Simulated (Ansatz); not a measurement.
# Ti3Se and its elements: formation energy from the elements from a Python script

Is Ti3Se stable against its elements? Wanted for Ti3Se and its elements: a formation energy from the elements.

Program: Ansatz 0.2.0 through its Python package. Level of theory: DFT PBE, plane waves, PAW. These are calculated values, not measurements.

## 1. The structure

Ti3Se P-6m2: The structure is hexagonal, space group P-6m2 (No. 187). The conventional cell has a = 3.197 Å, b = 3.197 Å, c = 7.943 Å, α = 90.00°, β = 90.00°, γ = 120.00°. Ti (site symmetry 3m) has 3 Se at 2.58 Å and 3 Ti at 2.85 Å as nearest neighbours. Ti (site symmetry -6m2) is surrounded by 12 Ti at 2.85 to 3.20 Å. Se (site symmetry -6m2) is surrounded by 6 Ti at 2.58 Å.

Ti P6_3/mmc: It takes space group P6_3/mmc (No. 194, hexagonal). The conventional cell has a = 2.950 Å, b = 2.950 Å, c = 4.680 Å, α = 90.00°, β = 90.00°, γ = 120.00°. Around Ti (site symmetry -6m2) lie 12 Ti at 2.89 to 2.95 Å.

Se P3_121: It takes space group P3_121 (No. 152, trigonal). Conventional cell: a = 4.366 Å, b = 4.366 Å, c = 4.954 Å, α = 90.00°, β = 90.00°, γ = 120.00°. Around Se (site symmetry 2) lie 2 Se at 2.37 Å.

The script holds or builds the structure itself.

## 2. Script

The input, run_formation.py:

```python
from collections import Counter
from dataclasses import dataclass

import ansatz as az
import numpy as np


@dataclass(frozen=True)
class Options:
    functional: str = "pbe"
    cutoff: int = 520
    k_spacing: float = 0.27
    occupations: str = "fermi_dirac"
    width_ev: float = 0.05


cfg = Options()

PHASES = {
    "Ti3Se": (
        [(3.197446, 0.0, 0.0), (-1.598723, 2.769069, 0.0), (0.0, 0.0, 7.942745)],
        [
            ("Ti", (1 / 3, 2 / 3, 0.227098)),
            ("Ti", (1 / 3, 2 / 3, 0.772902)),
            ("Ti", (2 / 3, 1 / 3, 0.5)),
            ("Se", (0.0, 0.0, 0.0)),
        ],
    ),
    "Ti": (
        [(2.95, 0.0, 0.0), (-1.475, 2.554775, 0.0), (0.0, 0.0, 4.68)],
        [
            ("Ti", (1 / 3, 2 / 3, 0.25)),
            ("Ti", (2 / 3, 1 / 3, 0.75)),
        ],
    ),
    "Se": (
        [(4.3662, 0.0, 0.0), (-2.1831, 3.78124, 0.0), (0.0, 0.0, 4.9536)],
        [
            ("Se", (0.2254, 0.0, 1 / 3)),
            ("Se", (0.0, 0.2254, 2 / 3)),
            ("Se", (0.7746, 0.7746, 0.0)),
        ],
    ),
}


def build(vectors, sites):
    crystal = az.Crystal(lattice=az.Lattice.of(vectors))
    for symbol, position in sites:
        crystal = crystal.atom(symbol, position)
    return crystal


def solve(name, crystal):
    calc = crystal.calculation()
    calc = calc.functional(cfg.functional).basis(cfg.cutoff)
    calc = calc.kpoints(spacing=cfg.k_spacing)
    calc = calc.occupations(cfg.occupations, width=cfg.width_ev)
    calc = calc.stress()
    calc = calc.relax(force_tolerance=0.02, max_steps=40, fix_cell=["shape"])
    return calc.run(threads=1)


def counts(outcome):
    return Counter(site.symbol for site in outcome.lattice.sites)

def formation_energy(outcome, mu):
    n = counts(outcome)
    return (outcome.report["energy_sigma0_ev"] - sum(k * mu[element] for element, k in n.items())) / sum(n.values())


def volume_per_atom(outcome):
    return abs(np.linalg.det(outcome.lattice.cell_ang)) / len(outcome.lattice.sites)

phases = {name: build(*cell) for name, cell in PHASES.items()}

done = {name: solve(name, crystal) for name, crystal in phases.items()}

references = {"Ti": "Ti", "Se": "Se"}
mu = {element: done[name].report["energy_sigma0_ev"] / len(done[name].lattice.sites) for element, name in references.items()}

target = done["Ti3Se"]
heat = formation_energy(target, mu)
n = counts(target)
print("cell content:", dict(n), " volume", round(volume_per_atom(target), 3), "A^3/atom")
print("formation energy", round(heat, 4), "eV/atom,", round(heat * sum(n.values()), 4), "eV per cell")
print("bound against the elements" if heat < 0 else "unbound against the elements")
```

## 3. What the engine is handed

The engine receives this input (first run):

```yaml
crystal:
  lattice:
    - [3.197446, 0.0, 0.0]
    - [-1.598723, 2.769069, 0.0]
    - [0.0, 0.0, 7.942745]
  atoms:
    - { symbol: Ti, position: [0.3333333333333333, 0.6666666666666666, 0.227098] }
    - { symbol: Ti, position: [0.3333333333333333, 0.6666666666666666, 0.772902] }
    - { symbol: Ti, position: [0.6666666666666666, 0.3333333333333333, 0.5] }
    - { symbol: Se, position: [0.0, 0.0, 0.0] }
basis:
  ecutwfc: 520.0
kpoints:
  mp_grid:
    kspacing: 0.27
hamiltonian:
  xc: pbe
scf:
  occupations:
    method: fermi_dirac
    width: 0.05
relax:
  f_tol: 0.02
  max_steps: 40
  cell:
    fix: [shape]
output:
  stress: true
```

## 4. Running it

Command:

```
python run_formation.py
```

Output:

```text
cell content: {<Element.TI: 'Ti'>: 3, <Element.SE: 'Se'>: 1}  volume 17.603 A^3/atom
formation energy -0.4694 eV/atom, -1.8777 eV per cell
bound against the elements
```

Wall time 46 s (1 thread of Arm Neoverse V2, shared host); peak memory 0.49 GiB.

## 5. What changed from run to run

The engine's inputs for the other runs:

Run 2, against run 1:

```diff
@@ -3,3 +3,3 @@
-    - [3.197446, 0.0, 0.0]
-    - [-1.598723, 2.769069, 0.0]
-    - [0.0, 0.0, 7.942745]
+    - [2.95, 0.0, 0.0]
+    - [-1.475, 2.554775, 0.0]
+    - [0.0, 0.0, 4.68]
@@ -7,4 +7,2 @@
-    - { symbol: Ti, position: [0.3333333333333333, 0.6666666666666666, 0.227098] }
-    - { symbol: Ti, position: [0.3333333333333333, 0.6666666666666666, 0.772902] }
-    - { symbol: Ti, position: [0.6666666666666666, 0.3333333333333333, 0.5] }
-    - { symbol: Se, position: [0.0, 0.0, 0.0] }
+    - { symbol: Ti, position: [0.3333333333333333, 0.6666666666666666, 0.25] }
+    - { symbol: Ti, position: [0.6666666666666666, 0.3333333333333333, 0.75] }
```

Run 3, against run 1:

```diff
@@ -3,3 +3,3 @@
-    - [3.197446, 0.0, 0.0]
-    - [-1.598723, 2.769069, 0.0]
-    - [0.0, 0.0, 7.942745]
+    - [4.3662, 0.0, 0.0]
+    - [-2.1831, 3.78124, 0.0]
+    - [0.0, 0.0, 4.9536]
@@ -7,4 +7,3 @@
-    - { symbol: Ti, position: [0.3333333333333333, 0.6666666666666666, 0.227098] }
-    - { symbol: Ti, position: [0.3333333333333333, 0.6666666666666666, 0.772902] }
-    - { symbol: Ti, position: [0.6666666666666666, 0.3333333333333333, 0.5] }
-    - { symbol: Se, position: [0.0, 0.0, 0.0] }
+    - { symbol: Se, position: [0.2254, 0.0, 0.3333333333333333] }
+    - { symbol: Se, position: [0.0, 0.2254, 0.6666666666666666] }
+    - { symbol: Se, position: [0.7746, 0.7746, 0.0] }
```

Lines on the test bed's own set-up are left out of the output.

## 6. What each run gave

The 3 runs, in the order started:

| run | system | space group at the end | energy (eV/atom) | from the elements (meV/atom) | final volume (Å³/atom) | pressure (GPa) | SCF cycles in all | CPU time (s) |
| --- | --- | --- | --- | --- | --- | --- | --- | --- |
| 1 | Ti3Se (4 atoms) | P-6m2 | -3242.4901 | -469.4 | 17.60 | 0.00 | 25 | 18 |
| 2 | Ti (2 atoms) | P6_3/mmc | -2499.6678 | 0.0 | 17.39 | -0.04 | 26 | 4.7 |
| 3 | Se (3 atoms) | P3_121 | -5469.0795 | 0.0 | 29.37 | -0.04 | 21 | 23 |

Energies are extrapolated to zero smearing width, as in the script. Totals carry meaning only in balanced differences at one level of theory.

## 7. Path of the relaxation of run 1

The steps of the relaxation:

| step | E - E(step 1) (eV/cell) | largest force component (eV/Å) | pressure (GPa) | volume (Å³) |
| --- | --- | --- | --- | --- |
| 1 | 0.0000 | 0.0161 | 0.15 | 70.32 |
| 2 | 0.0000 | 0.0017 | -0.08 | 70.46 |
| 3 | -0.0001 | 0.0004 | 0.00 | 70.41 |
| 4 | -0.0001 | 0.0004 | 0.00 | 70.41 |

Step 1 is the start. Step 4 repeats the geometry before it on a plane-wave basis chosen anew for that cell, so its energy need not be comparable with the rows above.

|  | before | after | change |
| --- | --- | --- | --- |
| a (Å) | 3.197 | 3.199 | 0.0 % |
| b (Å) | 3.197 | 3.199 | 0.0 % |
| c (Å) | 7.943 | 7.946 | 0.0 % |
| volume (Å³/atom) | 17.58 | 17.60 | +0.1 % |
| shortest distance (Å) | 2.581 | 2.583 | +0.1 % |
| space group (0.01 Å) | P-6m2 | P-6m2 | same |

Forces and stress were held to the start's 12 operations: a distortion of lower symmetry was not tested.

## 8. The relaxation of run 2, step by step

Step by step:

```csv
step,energy from step 1 (eV/cell),largest force component (eV/Å),pressure (GPa),volume (Å³)
1,0.0000,0.0000,-1.57,35.27
2,0.0013,0.0000,2.07,34.15
3,-0.0025,0.0000,-0.04,34.78
4,-0.0025,0.0000,-0.04,34.78
```

Step 1 is the start. Step 4 repeats the geometry before it on a plane-wave basis chosen anew for that cell, so its energy need not be comparable with the rows above. Step 2 was tried and not accepted.

|  | before | after | change |
| --- | --- | --- | --- |
| a (Å) | 2.950 | 2.936 | -0.5 % |
| b (Å) | 2.950 | 2.936 | -0.5 % |
| c (Å) | 4.680 | 4.658 | -0.5 % |
| volume (Å³/atom) | 17.64 | 17.39 | -1.4 % |
| shortest distance (Å) | 2.894 | 2.881 | -0.5 % |
| space group (0.01 Å) | P6_3/mmc | P6_3/mmc | same |

The run keeps the 24 symmetry operations of the start, so it could not have lowered the symmetry.

## 9. Outcome

```
                                 quantity          value
                            runs compared              3
energy of Ti3Se (run 1) from the elements  -469 meV/atom
```

**Reading.** Ti3Se lies 469 meV/atom below its elements, which says nothing yet of competing compounds. In CPU time, run 3 (Se (3 atoms)) cost about 5 times as much as run 2 (Ti (2 atoms)). In run 1, over 2 moves the cell grew by 0.1 % in volume, and the space group stayed P-6m2. In run 2, the volume shrank by 1.4 % over 1 move, and the space group stayed P6_3/mmc. What to keep in mind:
- For the metals among these cells the mesh is coarse, so their volumes and pressures are rough.
- Atoms and volume are relaxed with the cell's shape held, which in cells of lower than cubic symmetry can hide stresses and shift volumes.
- The compound is the structure given, not necessarily its lowest; energies are at zero temperature, with no correction for gases. A semilocal functional's error on such energies is often 0.05 to 0.1 eV an atom, and 0.1 to 0.3 eV against gases such as O2 or F2. Whether this is the phase that is stable at ambient conditions was not tested.
